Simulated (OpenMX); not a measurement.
# BaTiO3: band structure with PBE

Crystal: BaTiO3.

```
CELL_PARAMETERS angstrom
2.88422 1.66521 2.31773
-2.88422 1.66521 2.31773
0.00000 -3.33041 2.31773
ATOMIC_POSITIONS crystal
Ba 0.03347 0.98847 0.00184
Ti 0.50610 0.52748 0.53723
O 0.48625 0.49715 0.97115
O 0.47409 0.98642 0.47201
O 0.97879 0.47918 0.49647
```

```
Program             : OpenMX 3.8.5
Task                : band structure
Functional          : PBE
Potentials or basis : OpenMX 2013 PBE set, Ba10.0-s3p2d2, Ti7.0-s3p2d2, O6.0-s2p2d1, grid cutoff 400 Ry
k mesh              : 5 × 5 × 5
Occupations         : fermi-dirac, width 0.05 eV
Spin                : no spin polarisation
Mixing scheme       : rmm-diisk
SCF threshold       : 1e-08 Ha
Solver              : band
Max SCF cycles      : 100
```

The pressure is 3.9 GPa, the largest force is 1.651 eV/Å and the band gap on the k mesh is 2.46 eV, indirect (least direct gap 3.02 eV). The band gap along the path is 2.32 eV, indirect (least direct gap 2.98 eV) and the mulliken charges are Ba +1.30; Ti +0.15; O -0.48, -0.49 e.

Forces on the atoms (eV/Å):
```
Ba  -0.999 -0.317 -0.212
Ti   0.798  1.179 -0.835
O    0.023 -0.796  0.635
O    0.440 -0.316  0.369
O   -0.260  0.243  0.049
```

Levels at the corners of the path, in eV from the valence-band top:
```
point  band 17  band 18  band 19  band 20  band 21  band 22  band 23  band 24
    Γ    -1.20    -0.90    -0.85    -0.71     2.32     2.57     2.87     4.28
    P    -2.37    -0.35    -0.16     0.00     3.75     4.03     4.18     6.08
    Z    -2.37    -0.34    -0.16     0.00     3.75     4.03     4.18     6.08
    Q    -2.38    -0.35    -0.16     0.00     3.75     4.03     4.18     6.09
    Γ    -1.20    -0.90    -0.85    -0.71     2.32     2.57     2.87     4.28
    F    -1.87    -1.36    -1.24    -0.11     3.43     3.57     3.81     4.64
   P1    -2.37    -0.35    -0.16     0.00     3.75     4.03     4.18     6.08
   Q1    -2.38    -0.35    -0.16     0.00     3.75     4.03     4.18     6.09
    L    -1.91    -1.70    -1.45    -1.24     2.97     3.38     3.71     4.60
    Z    -2.37    -0.34    -0.16     0.00     3.75     4.03     4.18     6.08
```

Wall time 5.9 min on 1 thread of Arm Neoverse V1, with other jobs on the host, peak memory 2 GiB.

Caveat: Mulliken charges move with the basis; spin-orbit coupling is left out, which moves the levels of the heavy elements; the mesh misses the band edges, which the band path finds closer together; the basis of atomic orbitals isn't converged, which shifts pressures, moduli and gaps; forces of over 1 eV/Å show positions far from the minimum, so gaps and moduli don't describe the material at rest. As with any semilocal functional, this PBE gap is likely too small.
